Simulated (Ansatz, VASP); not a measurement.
Two plane-wave programs on Sb

```
CELL_PARAMETERS angstrom
3.38138 0.00000 0.00000
-1.69069 2.92836 0.00000
0.00000 0.00000 5.59051
ATOMIC_POSITIONS crystal
Sb 0.33333 0.66667 0.25000
Sb 0.66667 0.33333 0.75000
```

Alike in both runs: task single point; functional LDA; k mesh 12 × 12 × 7; occupations fermi-dirac, width 0.1 eV; no spin polarisation.

|  | VASP | Ansatz |
| --- | --- | --- |
| version | VASP 6.6.1 | Ansatz 0.2.0 |
| potentials or method | VASP PAW LDA potentials, release 64 (Sb) | plane waves (420 eV) with PAW, scalar-relativistic |
| plane-wave cutoff (eV) | 520 | 420 |
| valence electrons in the cell | 10 | 30 |

```csv
,VASP,Ansatz,Ansatz less VASP
pressure (GPa),-4.3,-4.3,-0.03
largest component of the traceless stress (GPa),0.09,0.04,-0.053
```

The two sets of potentials don't hold the same shells in valence. Ansatz warned: «pseudo_functional_mismatch».

Spin-orbit coupling is left out, which matters for the levels of Sb.
